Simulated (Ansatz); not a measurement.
Crystal: Pb.

```
Pb
1.0
     0.00000    3.43900    3.43900
     3.43900    0.00000    3.43900
     3.43900    3.43900    0.00000
Pb
2
Direct
  0.25000 0.25000 0.25000
  0.00000 0.00000 0.00000
```

This isn't the form of Pb at room conditions, which is fcc.

Base run:

- Program: Ansatz 0.2.0
- Functional: BLYP
- Potentials or basis: all-electron LAPW, scalar-relativistic
- Cutoff: 231 eV (chosen from the basis error)
- Basis error allowed: 0.001 eV/atom
- k mesh: 7 × 7 × 7
- Occupations: fermi-dirac, width 0.05 eV
- Spin: no spin polarisation

Its results: pressure 4.6 GPa.

Problem. The run is repeated on the same cell with these changes: functional from BLYP to PBEsol. What comes out?

Solution. Pressure 0.5 GPa.

PBEsol binds more tightly than BLYP, so the same cell stands under less pressure.
